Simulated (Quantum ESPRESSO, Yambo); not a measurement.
# Quasiparticle gap of BaS (Fm-3m) in Yambo, part 2 of 3

How does a plane-wave GW calculation on BaS (Fm-3m) run from the first input to the gap?

Quantum ESPRESSO 7.5 and Yambo 5.3.0; PBE and many-body steps on it, plane waves. Known limits of the many-body steps: not at the basis limit; no spin-orbit coupling.

So far. Step 2 (Ground state): The gap is indirect, with the least direct gap 0.13 eV higher. Step 3 (Bands along the symmetry lines): The gap is 2.146 eV, as in the run before at this level.

**4. Empty states on the mesh, 4×4×4 mesh, 155 bands**

Level of this step: DFT, PBE, plane waves, norm-conserving pseudopotentials (Quantum ESPRESSO).

The sums over transitions need many empty states on a uniform mesh; this step solves for them.

pw.in

```
&control
  calculation = 'nscf'
  prefix = 'x'
  outdir = 'o'
  pseudo_dir = 'pseudo'
/
&system
  ibrav = 0
  nat = 2
  ntyp = 2
  ecutwfc = 40.0
  nbnd = 155
  force_symmorphic = .true.
/
&electrons
  conv_thr = 1e-9
  electron_maxstep = 80
  diago_full_acc = .true.
  diago_thr_init = 5e-6
/
ATOMIC_SPECIES
  Ba 137.33 Ba.upf
  S 32.06 S.upf
CELL_PARAMETERS angstrom
  -0.0000000000 3.1937500000 3.1937500000
  3.1937500000 -0.0000000000 3.1937500000
  3.1937500000 3.1937500000 -0.0000000000
ATOMIC_POSITIONS crystal
  Ba 0.0000000000 0.0000000000 0.0000000000
  S 0.5000000000 0.5000000000 0.5000000000
K_POINTS automatic
  4 4 4 0 0 0
```

Command:

```console
$ OMP_NUM_THREADS=1 mpirun -n 8 pw.x -nk 4 -in pw.in > pw.out
```

Output:

```text
[banner, memory and clock lines left out]
Program PWSCF v.7.5 starts

     Atomic positions and unit cell read from directory:
     o/x.save/

     Message from routine setup:
     using ibrav=0 with symmetry is DISCOURAGED, use correct ibrav instead

     bravais-lattice index     =            0
     lattice parameter (alat)  =       8.5352  a.u.
     unit-cell volume          =     439.6725 (a.u.)^3
     number of atoms/cell      =            2
     number of atomic types    =            2
     number of electrons       =        16.00
     number of Kohn-Sham states=          155
     kinetic-energy cutoff     =      40.0000  Ry
     charge density cutoff     =     160.0000  Ry
     Exchange-correlation= PBE
                           (   1   4   3   4   0   0   0)

     celldm(1)=   8.535221  celldm(2)=   0.000000  celldm(3)=   0.000000
     celldm(4)=   0.000000  celldm(5)=   0.000000  celldm(6)=   0.000000

     crystal axes: (cart. coord. in units of alat)
               a(1) = (  -0.000000   0.707107   0.707107 )
               a(2) = (   0.707107  -0.000000   0.707107 )
               a(3) = (   0.707107   0.707107  -0.000000 )

     reciprocal axes: (cart. coord. in units 2 pi/alat)
               b(1) = ( -0.707107  0.707107  0.707107 )
               b(2) = (  0.707107 -0.707107  0.707107 )
               b(3) = (  0.707107  0.707107 -0.707107 )
     Pseudo is Norm-conserving + core correction, Zval = 10.0
     Generated using ONCVPSP code by D. R. Hamann
     Using radial grid of 1958 points,  6 beta functions with:
     Pseudo is Norm-conserving + core correction, Zval =  6.0
     Generated using ONCVPSP code by D. R. Hamann
     Using radial grid of 1146 points,  6 beta functions with:
     Ba               10.00   137.33000     Ba( 1.00)
     S                 6.00    32.06000     S ( 1.00)

     48 Sym. Ops., with inversion, found

   Cartesian axes

     site n.     atom                  positions (alat units)
         1        Ba     tau(   1) = (   0.0000000   0.0000000   0.0000000  )
         2        S      tau(   2) = (   0.7071068   0.7071068   0.7071068  )

     number of k points=     8
                       cart. coord. in units 2pi/alat
        k(    1) = (   0.0000000   0.0000000   0.0000000), wk =   0.0312500
        k(    2) = (   0.1767767   0.1767767  -0.1767767), wk =   0.2500000
        k(    3) = (  -0.3535534  -0.3535534   0.3535534), wk =   0.1250000
[...]
k(    7) = (  -0.7071068   0.0000000   0.0000000), wk =   0.0937500
        k(    8) = (  -0.7071068   0.3535534   0.0000000), wk =   0.1875000

     Dense  grid:    15065 G-vectors     FFT dimensions: (  36,  36,  36)

     The potential is recalculated from file :
     o/x.save/charge-density

     Starting wfcs are    9 randomized atomic wfcs +  146 random wfcs

     Band Structure Calculation

     End of band structure calculation

          k = 0.0000 0.0000 0.0000 (  1893 PWs)   bands (ev):

   -20.1603  -5.2015  -5.2015  -5.2015  -4.4386   5.8941   5.8941   5.8941
     9.5199   9.8002   9.8002   9.8002  10.7242  10.7242  14.4498  20.6113
    20.6113  20.6113  22.6518  22.6518  22.6518  24.3457  24.3457  25.7206
[...]
[... 8 further rows ...]
[...]
94.6711  95.7074  95.7074

          k = 0.1768 0.1768-0.1768 (  1886 PWs)   bands (ev):

[...]
[... 8 further rows ...]
[...]
95.3036  95.3036  96.8548

          k =-0.3536-0.3536 0.3536 (  1892 PWs)   bands (ev):

[...]
56.5255  57.4844  58.5334  60.2248  60.2248  60.2865  60.2865  61.8529
     [... 8 further rows ...]
    92.6197  92.6197  93.9258  93.9258  94.0687  94.0687  95.5642  95.5961
    95.7133  96.3035  96.7536

          k = 0.3536 0.0000 0.0000 (  1876 PWs)   bands (ev):

     [... further k-points ...]

     highest occupied, lowest unoccupied level (ev):     5.8941    8.0404

     XML data file, pseudopotentials, collected wavefunctions
```

Wall time 3.5 s (8 MPI ranks of AMD EPYC 7B13 (Zen 3), shared host); peak memory 0.52 GiB.

Numbers from this step:

```
gap                                                           : 2.146 eV
k of the valence top                                          : 0, 0, 0
k of the conduction bottom                                    : 0, -0.5, -0.5
least direct gap                                              : 2.272 eV
k points computed                                             : 8
lowest point of the top converged band, above the valence top : 89.8133 eV
```

On this mesh the gap is 2.146 eV.

**5. Conversion and set-up**

This step: Yambo 5.3.0; conversion and set-up on PBE, plane waves, norm-conserving pseudopotentials.

The states are converted to the many-body program's format and the q mesh is built.

Command:

```console
$ (cd o/x.save; p2y > p2y.log; mv SAVE ../..); yambo > setup.log
```

Output:

```text
 Yambo, version 5.3.0

 [02] CORE Variables Setup
 =========================

  [02.01] Unit cells
  ==================

  Cell kind             :  FCC
  Atoms in the cell     :  Ba  S
  number of Ba atoms    :  1
  number of S  atoms    :  1

  List of atomic masses
  Mass of Ba    :  137.3300
  Mass of S     :  32.06000

  List of atomic coordinates    : [cc]
  Ba1       :  0.000000  0.000000  0.000000  order 1
  S1       :  6.035313  6.035313  6.035313  order 2

  Alat factors          :  6.035313  6.035313  6.035313 [a.u.]
  Direct lattice volume :  439.6725 [a.u.]
  Direct lattice vectors:  A[ 1 ]  A[ 2 ]  A[ 3 ]
   A[ 1 ]: -0.000000  1.000000  1.000000  [iru]
  -0.000000  6.035313  6.035313  [cc]
   A[ 2 ]:  1.000000 -0.000000  1.000000  [iru]
   6.035313 -0.000000  6.035313  [cc]
   A[ 3 ]:  1.000000  1.000000 -0.000000  [iru]
   6.035313  6.035313 -0.000000  [cc]

  Recip. lattice volume :  0.564170 [a.u.]
  Recip. lattice vectors:  B[ 1 ]  B[ 2 ]  B[ 3 ]
   B[ 1 ]: -0.500000  0.500000  0.500000  [iku]
  -0.520535  0.520535  0.520535  [cc]
   B[ 2 ]:  0.500000 -0.500000  0.500000  [iku]
   0.520535 -0.520535  0.520535  [cc]
   B[ 3 ]:  0.500000  0.500000 -0.500000  [iku]
   0.520535  0.520535 -0.520535  [cc]

  [02.02] Symmetries
  ==================

  Inversion symmetry    : yes
  Spatial inversion     : yes
  Inversion index       :  25
  K-space Time-reversal : no
  Magnetic symmetries   : no
  Group table correct   : yes
  Symmetries units      :  [cc]

   [S  1]:   1.0000      0.42301E-17  0.42301E-17  0.42301E-17   1.0000     -0.42301E-17 -0.42301E-17 -0.42301E-17   1.0000
   [S  2]:  -1.0000     -0.42301E-17  0.42301E-17 -0.42301E-17  -1.0000     -0.42301E-17  0.42301E-17  0.42301E-17   1.0000
   [S  3]:  -1.0000      0.42301E-17 -0.42301E-17 -0.42301E-17   1.0000      0.42301E-17  0.42301E-17 -0.42301E-17  -1.0000
[...]
[... 36 further rows ...]
   [S 47]:  0.42301E-17   1.0000     -0.42301E-17 -0.42301E-17  0.42301E-17  -1.0000       1.0000     -0.42301E-17  0.42301E-17
   [S 48]:  0.42301E-17  -1.0000      0.42301E-17 -0.42301E-17 -0.42301E-17   1.0000       1.0000      0.42301E-17 -0.42301E-17

  [02.03] Reciprocal space
  ========================

  nG shells         :  199
  nG charge         :  15065
  nG WFs            :  2413
  nC WFs            :  1893
  G-vecs. in first 19 shells:  [ Number ]
     1    9   15   27   51   59   65   89  113
    137   169   181   229   259   283   307   331   339
    387
  ...
  Shell energy in first 19 shells:  [ mHa ]
    0.00000      406.435      541.914      1083.83      1490.26      1625.74      2167.66      2574.09      2709.57
    3251.48      3657.92      4335.31      4741.75      4877.22      5419.14      5825.57      5961.05      6502.97
    6909.40
  ...

  [02.04] K-grid lattice
  ======================

  Compatible Grid is   : 3D
[...]
BZ  K-points                                      :   64

  K/Q-points units:
  rlu = crystal or reduced units; cc = cartesian coordinates; iku = interal k-units

  K [1]          [rlu]:  0.000000  0.000000  0.000000
         WF components:  1893
  K [2]          [rlu]:  0.74313E-17  0.74313E-17  0.25000
         WF components:  1886
  K [3]          [rlu]: -0.14863E-16 -0.14863E-16 -0.50000
         WF components:  1892
  K [4]          [rlu]: -0.74488E-17  0.25000      0.25000
         WF components:  1876
  K [5]          [rlu]:  0.54615E-17  0.25000     -0.50000
         WF components:  1872
  [... 2 further k-points ...]
  K [8]          [rlu]:  0.250000 -0.500000 -0.250000
         WF components:  1888

  [02.05] Energies & Occupations
  ==============================

  [X] === General ===
  [X] Electronic Temperature                        :  0.000000  0.000000 [eV K]
  [X] Bosonic    Temperature                        :  0.000000  0.000000 [eV K]
  [X] Finite Temperature mode                       : no
  [X] El. density                                   :  0.24558E+24 [cm-3]
  [X] Fermi Level                                   :  5.894114 [eV]

  [X] === Gaps and Widths ===
  [X] Conduction Band Min                           :  2.146255 [eV]
  [X] Valence Band Max                              :  0.000000 [eV]
  [X] Filled Bands                                  :   8
  [X] Empty Bands                                   :    9  155
  [X] Direct Gap                                    :  2.272346 [eV]
  [X] Direct Gap localized at k                     :   7
  [X] Indirect Gap                                  :  2.146255 [eV]
  [X] Indirect Gap between kpts                     :   1   7
  [X] Last valence band width                       :  1.057942 [eV]
  [X] 1st conduction band width                     :  3.430151 [eV]

  E @ K [1]:  [eV]
   -26.054      -11.096      -11.096      -11.096      -10.333     -0.80191E-09 -0.79134E-09   0.0000
    3.62581   3.90609   3.90609   3.90609   4.83010   4.83010   8.55572  14.71716
  occ @ K [1]
   2.000000  2.000000  2.000000  2.000000  2.000000  2.000000  2.000000  2.000000
[...]
E @ K [2]:  [eV]
[...]
occ @ K [2]
[...]
E @ K [3]:  [eV]
[...]
occ @ K [3]
[...]
E @ K [4]:  [eV]
[...]
occ @ K [4]
[...]
E @ K [5]:  [eV]
[...]
occ @ K [5]
[...]
[... 2 further k-points ...]
  E @ K [8]:  [eV]
[...]
occ @ K [8]
   2.000000  2.000000  2.000000  2.000000  2.000000  2.000000  2.000000  2.000000
   0.000000  0.000000  0.000000  0.000000  0.000000  0.000000  0.000000  0.000000

 [03] Transferred momenta grid and indexing
 ==========================================

 IBZ Q-points                                      :   8
 BZ  Q-points                                      :   64

 K/Q-points units:
 rlu = crystal or reduced units; cc = cartesian coordinates; iku = interal k-units

 Q [1]          [rlu]:  0.000000  0.000000  0.000000
 Q [2]          [rlu]:  0.74313E-17  0.74313E-17  0.25000
 Q [3]          [rlu]: -0.14863E-16 -0.14863E-16 -0.50000
[...]
Q [7]          [rlu]:  0.14898E-16 -0.50000     -0.50000
 Q [8]          [rlu]:  0.250000 -0.500000 -0.250000

  [03.01] X indexes
  =================

   [03.01.01] Sigma indexes
   ========================

 [06] Game Over & Game summary
```

Wall time 2.6 s (1 MPI rank); peak memory 0.24 GiB.

[end of part 2 of 3]

[Paths, hosts, dates, memory and timing lines, banners, echoed tables and standing remarks are left out of the program output.]

[Logs are printed without paths, hosts, clocks, repeated set-up lines and the standing remarks that a program may print on its own settings, such as how far it seeks lower states.]

[Runs of the session that timed out or met a known fault of the program may be left out.]

[Hosts, paths, dates, database ids (printed as entryN), source tags and the programs' standing remarks are cut or masked in the printed files.]
